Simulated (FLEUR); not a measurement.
**AlAs: equation of state with LDA**

The system is AlAs.

```
CELL_PARAMETERS angstrom
0.00000 2.83040 2.83040
2.83040 0.00000 2.83040
2.83040 2.83040 0.00000
ATOMIC_POSITIONS crystal
As 0.75000 0.75000 0.75000
Al 0.00000 0.00000 0.00000
```

- Program: FLEUR MaX-R8.1 (later development tree)
- Task: equation of state
- Functional: LDA
- Potentials or basis: all-electron
- Basis: FLAPW
- Kmax: 5.03 1/bohr
- k mesh: 8 × 8 × 8
- Occupations: fermi-dirac, width 0.05 eV
- Spin: no spin polarisation
- Gmax: 15.6 1/bohr
- Muffin-tin radii: As 2.21, Al 1.95 bohr
- lmax: As 9, Al 8
- lnonsphr: As 9, Al 8
- Local orbitals a species: As 6, Al 4

```yaml
Equilibrium_volume: 22.28 Å³/atom
Bulk_modulus: 75 GPa
Pressure_derivative_of_the_bulk_modulus: "4.3 (rough: it moves with the points fitted)"
```

Energy against volume, from the lowest point:
```csv
volume (Å³/atom),energy (meV/atom)
21.314,9.04
21.768,1.28
22.675,0.00
23.582,14.64
24.035,26.93
```

LDA usually gives volumes a few per cent too small. Zero-point motion and thermal expansion aren't in these numbers.
